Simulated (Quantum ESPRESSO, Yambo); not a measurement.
**LiF (Griceite): G0W0 in Yambo against the bands**

How does the gap of LiF (Griceite) converge in the bands?

Main program and level: Yambo 5.3.0; PBE and many-body steps on it, plane waves.

### 1. The starting structure

The structure is cubic, space group Fm-3m (No. 225). Conventional cell: a = 4.028 Å, b = 4.028 Å, c = 4.028 Å, α = 90.00°, β = 90.00°, γ = 90.00°. Nearest to Li lie 6 F at 2.01 Å. F has 6 Li at 2.01 Å nearest. Farther neighbours and most contacts between anions are not listed.

Coordinates:

```xyz
2
Lattice="0.0000 2.0140 2.0140 2.0140 0.0000 2.0140 2.0140 2.0140 0.0000" Properties=species:S:1:pos:R:3 pbc="T T T"
Li    0.0000    0.0000    0.0000
F     2.0140    2.0140    2.0140
```

The cell and positions come from the Crystallography Open Database and are kept as given unless a step says otherwise.

### 2. 16 bands

This step: Yambo 5.3.0; G0W0 on PBE, plane waves, norm-conserving pseudopotentials.

Now the one-shot GW correction: screening in the RPA, then the self-energy of the levels asked for.

gw1.in reads:

```
HF_and_locXC
gw0
dyson
ppa
em1d
rim_cut
RandQpts= 1000000
RandGvec= 1 RL
EXXRLvcs= 72 Ry
VXCRLvcs= 288 Ry
Chimod= "HARTREE"
% BndsRnXp
 1 | 16 |
%
NGsBlkXp= 15.5 Ry
% LongDrXp
 1 | 1 | 1 |
%
% GbndRnge
 1 | 16 |
%
DysSolver= "n"
ExtendOut
PPAPntXp= 27.21138 eV
% QPkrange
 1 | 1 | 4 | 7 |
%
```

Launch:

```bash
$ OMP_NUM_THREADS=1 mpirun -n 8 yambo -F gw1.in -J gw1 -C gw1 > gw1.log
```

The program printed:

```text
 Yambo, version 5.3.0

 [02] CORE Variables Setup
 =========================

  [... cell, symmetries and grids as in the set-up ...]

  [02.05] Energies & Occupations
  ==============================

  [X] === General ===
  [X] Electronic Temperature                        :  0.000000  0.000000 [eV K]
  [X] Bosonic    Temperature                        :  0.000000  0.000000 [eV K]
  [X] Finite Temperature mode                       : no
  [X] El. density                                   :  0.61206E+24 [cm-3]
  [X] Fermi Level                                   :  0.906509 [eV]

  [X] === Gaps and Widths ===
  [X] Conduction Band Min                           :  9.114627 [eV]
  [X] Valence Band Max                              :  0.000000 [eV]
  [X] Filled Bands                                  :   5
  [X] Empty Bands                                   :    6  197
  [X] Direct Gap                                    :  9.114627 [eV]
  [X] Direct Gap localized at k                     :  1
  [X] Indirect Gap                                  :  9.114627 [eV]
  [X] Indirect Gap between kpts                     :  1  1
  [X] Last valence band width                       :  0.989798 [eV]
  [X] 1st conduction band width                     :  5.964288 [eV]

 [03] Transferred momenta grid and indexing
 ==========================================

 IBZ Q-points                                      :   8
 BZ  Q-points                                      :   64

 K/Q-points units:
 rlu = crystal or reduced units; cc = cartesian coordinates; iku = interal k-units

 Q [1]          [rlu]:  0.000000  0.000000  0.000000
 Q [2]          [rlu]: -0.89471E-17 -0.89471E-17  0.25000
 Q [3]          [rlu]:  0.17894E-16  0.17894E-16 -0.50000
 Q [4]          [rlu]:  0.11057E-17  0.25000      0.25000
 Q [5]          [rlu]:  0.73159E-17  0.25000      0.50000
 Q [6]          [rlu]:  0.17894E-16  0.25000     -0.25000
 Q [7]          [rlu]: -0.22113E-17 -0.50000     -0.50000
 Q [8]          [rlu]:  0.250000 -0.500000 -0.250000

 [04] Coloumb potential Random Integration (RIM)
 ===============================================

  [04.01] RIM initialization
  ==========================

  * Diagonal components only detected *

  8 x (sBL volume)        :  0.281219 [a.u.]
  sBZ random points       :  1000000
  Points outside the sBZ  :   7996195
  RL volume               :  2.249752 [a.u.]
  Integrated volume       :  2.250822 [a.u.]

  [04.02] RIM integrals
  =====================

  Gamma point sphere radius             :  0.118841 [a.u.]
  Points outside the sphere             :   799659
  [Int_sBZ(q=0) 1/q^2]*(Vol_sBZ)^(-1/3) =:  7.764404
                                 should be <:  7.795600

  Summary of Coulomb integrals for non-metallic bands |Q|[au] RIM/Bare

  Q [1] 0.100000E-4 0.995998 * Q [2] 0.357431 1.064860
  Q [4] 0.412726 1.063731 * Q [6] 0.583682 1.026772
  Q [5] 0.684428 1.019350 * Q [3] 0.714862 1.017217
  Q [7] 0.825451 1.013507 * Q [8] 0.922883 1.010541

 [WARNING] [Xp] User bands 1-16 break level degeneracy

 [05] Dipoles
 ============

  [05.01] Setup: observables and procedures
  =========================================

 [06] Dynamic Dielectric Matrix (PPA)
 ====================================

 [SLK-Inversion]  Pools        :  2
 [SLK-Inversion]  BLACS grid   :  2  2

 [WR./gw1//ndb.pp]---------------------------------------------------------------
  Brillouin Zone Q/K grids (IBZ/BZ)                :    8   64    8   64
  RL vectors                                       :  1471 [WF]
  Coulomb cutoff potential                         : none
  Electronic Temperature                           :  0.000000 [K]
  Bosonic    Temperature                           :  0.000000 [K]
  PPA    diel. fun.  energies                      : Perdew, Burke & Ernzerhof(X)+Perdew, Burke & Ernzerhof(C)
  wavefunctions                                    : Perdew, Burke & Ernzerhof(X)+Perdew, Burke & Ernzerhof(C)
  Global Gauge                                     : length
  X matrix size                                    :  137
  X band range                                     :   1  16
  X e/h energy range                               : -1.000000 -1.000000 [eV]
  X Time ordering                                  : R
  X Hxc Kernel                                     : HARTREE
  X Drude frequency                                :  0.000000  0.000000
  X poles                                          :  100.0000 [o/o]
  RL vectors in the sum                            :  1471
  [r,Vnl] included                                 : yes
  Field direction                                  :  0.577350E-5  0.577350E-5  0.577350E-5
  BZ energy Double Grid                            : no
  BZ energy DbGd points                            : 0
  BZ Q point size factor                           : -1.000000
  X Optical Averaged directions                    : none

 [07] Local Exchange-Correlation + Non-Local Fock
 ================================================

 [VXC] Plane waves :   9185
 [EXS] Plane waves :  1211

 QP @ state[ 1 ] K range:  1  1
 QP @ state[ 1 ] b range:   4   7

 [xc] Functional : Perdew, Burke & Ernzerhof(X)+Perdew, Burke & Ernzerhof(C)
 [xc] LIBXC used to calculate xc functional
  PP Number of Atomic Species                      :  2
  NLCC RL compoments                               :   9185
  PP Number of Atomic Species                      :  2
  NLCC RL compoments                               :   9185

 [xc] E_xc :  -6.404717 [Ha]
      E_xc :  -12.80943 [Ry]

  Local XC kind (lXC) : Perdew, Burke & Ernzerhof(X)+Perdew, Burke & Ernzerhof(C)
  Non-Local XC kind (nlXC) : Hartree-Fock

  Corrections @ K [1] :  [eV]
 <4|nlXC|4> = -30.57370  0.50802E-17 <4|lXC|4> = -23.05411  0.56645E-15
 <5|nlXC|5> = -30.57352  0.95720E-17 <5|lXC|5> = -23.05411 -0.97518E-21
 <6|nlXC|6> = -6.583260 -0.22989E-17 <6|lXC|6> = -11.44883 -0.59045E-17
 <7|nlXC|7> = -3.081878  0.24391E-18 <7|lXC|7> = -10.01021 -0.94408E-16

 [08] Dyson equation: Newton solver
 ==================================

  [08.01] G0W0 (W PPA)
  ====================

  [  GW  ] Bands range     :   1  16
  [GW/PPA] G damping       :  0.100000 [eV]

  QP @ state[ 1 ] K range:  1  1
  QP @ state[ 1 ] b range:   4   7

   Sc/G bands                                       :   1  16
   Sc/G damping                                     :  0.100000 ev
   Sc bands terminator                              : no
   Sx RL components                                 :  1211

   QP @ state[ 1 ] K range                          :  1  1
   QP @ state[ 1 ] b range                          :   4   7
   GF energies kind                                 : Perdew, Burke & Ernzerhof(X)+Perdew, Burke & Ernzerhof(C)
   GF WF`s kind                                     : Perdew, Burke & Ernzerhof(X)+Perdew, Burke & Ernzerhof(C)
   Xs energies kind                                 : Perdew, Burke & Ernzerhof(X)+Perdew, Burke & Ernzerhof(C)
   Xs WF`s kind                                     : Perdew, Burke & Ernzerhof(X)+Perdew, Burke & Ernzerhof(C)

 [11] Game Over & Game summary
```

Run time: 6.7 s. Hardware: 8 MPI ranks of Arm Neoverse V1, shared host; peak memory 2.2 GiB; 33 s of CPU time.

Numbers from this step:

```
G0W0 gap on the points computed              : 13.29 eV
starting gap on the mesh                     : 9.115 eV
k of the valence top                         : 0, 0, 0
k of the conduction bottom                   : 0, 0, 0
least direct G0W0 gap on the computed points : 13.29 eV
Z at the valence top                         : 0.8271
Z at the conduction bottom                   : 0.8942
```

The gap on the mesh goes from 9.11 eV to 13.29 eV, a correction of +4.17 eV.

### 3. 29 bands

gw2.in reads:

```
HF_and_locXC
gw0
dyson
ppa
em1d
rim_cut
RandQpts= 1000000
RandGvec= 1 RL
EXXRLvcs= 72 Ry
VXCRLvcs= 288 Ry
Chimod= "HARTREE"
% BndsRnXp
 1 | 29 |
%
NGsBlkXp= 15.5 Ry
% LongDrXp
 1 | 1 | 1 |
%
% GbndRnge
 1 | 29 |
%
DysSolver= "n"
ExtendOut
PPAPntXp= 27.21138 eV
% QPkrange
 1 | 1 | 4 | 7 |
%
```

Launch:

```bash
$ OMP_NUM_THREADS=1 mpirun -n 8 yambo -F gw2.in -J gw2 -C gw2 > gw2.log
```

The program printed:

```text
 Yambo, version 5.3.0

 [02] CORE Variables Setup
 =========================

  [... cell, symmetries and grids as in the set-up ...]

  [02.05] Energies & Occupations
  ==============================

  [X] === General ===
  [X] Electronic Temperature                        :  0.000000  0.000000 [eV K]
  [X] Bosonic    Temperature                        :  0.000000  0.000000 [eV K]
  [X] Finite Temperature mode                       : no
  [X] El. density                                   :  0.61206E+24 [cm-3]
  [X] Fermi Level                                   :  0.906509 [eV]

  [X] === Gaps and Widths ===
  [X] Conduction Band Min                           :  9.114627 [eV]
  [X] Valence Band Max                              :  0.000000 [eV]
  [X] Filled Bands                                  :   5
  [X] Empty Bands                                   :    6  197
  [X] Direct Gap                                    :  9.114627 [eV]
  [X] Direct Gap localized at k                     :  1
  [X] Indirect Gap                                  :  9.114627 [eV]
  [X] Indirect Gap between kpts                     :  1  1
  [X] Last valence band width                       :  0.989798 [eV]
  [X] 1st conduction band width                     :  5.964288 [eV]

 [03] Transferred momenta grid and indexing
 ==========================================

 IBZ Q-points                                      :   8
 BZ  Q-points                                      :   64

 K/Q-points units:
 rlu = crystal or reduced units; cc = cartesian coordinates; iku = interal k-units

 Q [1]          [rlu]:  0.000000  0.000000  0.000000
 Q [2]          [rlu]: -0.89471E-17 -0.89471E-17  0.25000
 Q [3]          [rlu]:  0.17894E-16  0.17894E-16 -0.50000
[...]
================================================

 [VXC] Plane waves :   9185
 [EXS] Plane waves :  1211

 QP @ state[ 1 ] K range:  1  1
 QP @ state[ 1 ] b range:   4   7

 [xc] Functional : Perdew, Burke & Ernzerhof(X)+Perdew, Burke & Ernzerhof(C)
 [xc] LIBXC used to calculate xc functional
  PP Number of Atomic Species                      :  2
  NLCC RL compoments                               :   9185
  PP Number of Atomic Species                      :  2
  NLCC RL compoments                               :   9185

 [xc] E_xc :  -6.404717 [Ha]
      E_xc :  -12.80943 [Ry]

  Local XC kind (lXC) : Perdew, Burke & Ernzerhof(X)+Perdew, Burke & Ernzerhof(C)
  Non-Local XC kind (nlXC) : Hartree-Fock

  Corrections @ K [1] :  [eV]
 <4|nlXC|4> = -30.57370  0.50802E-17 <4|lXC|4> = -23.05411  0.56645E-15
 <5|nlXC|5> = -30.57352  0.95720E-17 <5|lXC|5> = -23.05411 -0.97518E-21
 <6|nlXC|6> = -6.583260 -0.22989E-17 <6|lXC|6> = -11.44883 -0.59045E-17
 <7|nlXC|7> = -3.081878  0.24391E-18 <7|lXC|7> = -10.01021 -0.94408E-16

 [08] Dyson equation: Newton solver
 ==================================

  [08.01] G0W0 (W PPA)
  ====================

  [  GW  ] Bands range     :   1  29
  [GW/PPA] G damping       :  0.100000 [eV]

  QP @ state[ 1 ] K range:  1  1
  QP @ state[ 1 ] b range:   4   7

   Sc/G bands                                       :   1  29
   Sc/G damping                                     :  0.100000 ev
   Sc bands terminator                              : no
   Sx RL components                                 :  1211

   QP @ state[ 1 ] K range                          :  1  1
   QP @ state[ 1 ] b range                          :   4   7
   GF energies kind                                 : Perdew, Burke & Ernzerhof(X)+Perdew, Burke & Ernzerhof(C)
   GF WF`s kind                                     : Perdew, Burke & Ernzerhof(X)+Perdew, Burke & Ernzerhof(C)
   Xs energies kind                                 : Perdew, Burke & Ernzerhof(X)+Perdew, Burke & Ernzerhof(C)
   Xs WF`s kind                                     : Perdew, Burke & Ernzerhof(X)+Perdew, Burke & Ernzerhof(C)

 [11] Game Over & Game summary
```

Elapsed: 8 s, on 8 MPI ranks; peak memory 2.1 GiB; 44 s of CPU time.

This step gave:

* G0W0 gap on the points computed: 13.16 eV
* starting gap on the mesh: 9.115 eV
* k of the valence top: 0, 0, 0
* k of the conduction bottom: 0, 0, 0
* least direct G0W0 gap on the computed points: 13.16 eV
* Z at the valence top: 0.8278
* Z at the conduction bottom: 0.8925

Against the run before, the gap moves by −0.129 eV.

### 4. 53 bands

gw3.in reads:

```
HF_and_locXC
gw0
dyson
ppa
em1d
rim_cut
RandQpts= 1000000
RandGvec= 1 RL
EXXRLvcs= 72 Ry
VXCRLvcs= 288 Ry
Chimod= "HARTREE"
% BndsRnXp
 1 | 53 |
%
NGsBlkXp= 15.5 Ry
% LongDrXp
 1 | 1 | 1 |
%
% GbndRnge
 1 | 53 |
%
DysSolver= "n"
ExtendOut
PPAPntXp= 27.21138 eV
% QPkrange
 1 | 1 | 4 | 7 |
%
```

Launch:

```bash
$ OMP_NUM_THREADS=1 mpirun -n 8 yambo -F gw3.in -J gw3 -C gw3 > gw3.log
```

The program printed:

```text
 Yambo, version 5.3.0

 [02] CORE Variables Setup
 =========================

  [... cell, symmetries and grids as in the set-up ...]

  [02.05] Energies & Occupations
  ==============================

  [X] === General ===
  [X] Electronic Temperature                        :  0.000000  0.000000 [eV K]
  [X] Bosonic    Temperature                        :  0.000000  0.000000 [eV K]
  [X] Finite Temperature mode                       : no
  [X] El. density                                   :  0.61206E+24 [cm-3]
[...]
Sx RL components                                 :  1211

   QP @ state[ 1 ] K range                          :  1  1
   QP @ state[ 1 ] b range                          :   4   7
   GF energies kind                                 : Perdew, Burke & Ernzerhof(X)+Perdew, Burke & Ernzerhof(C)
   GF WF`s kind                                     : Perdew, Burke & Ernzerhof(X)+Perdew, Burke & Ernzerhof(C)
   Xs energies kind                                 : Perdew, Burke & Ernzerhof(X)+Perdew, Burke & Ernzerhof(C)
   Xs WF`s kind                                     : Perdew, Burke & Ernzerhof(X)+Perdew, Burke & Ernzerhof(C)

 [11] Game Over & Game summary
```

The job ended after 7.8 s (8 MPI ranks; peak memory 2.2 GiB).

This step gave:

```yaml
g0w0_gap_on_the_points_computed: 13.22 eV
starting_gap_on_the_mesh: 9.115 eV
k_of_the_valence_top: 0, 0, 0
k_of_the_conduction_bottom: 0, 0, 0
least_direct_g0w0_gap_on_the_computed_points: 13.22 eV
```

Against the run before, the gap moves by +0.065 eV.

(Part 1 of 2 ends here.)

[Paths, hosts, dates, memory and timing lines, banners, echoed tables and standing remarks are left out of the program output.]

[Logs are printed without paths, hosts, clocks, repeated set-up lines and the standing remarks that a program may print on its own settings, such as how far it seeks lower states.]

[Runs of the session that timed out or met a known fault of the program may be left out.]

[Hosts, paths, dates, database ids (printed as entryN), source tags and the programs' standing remarks are cut or masked in the printed files.]
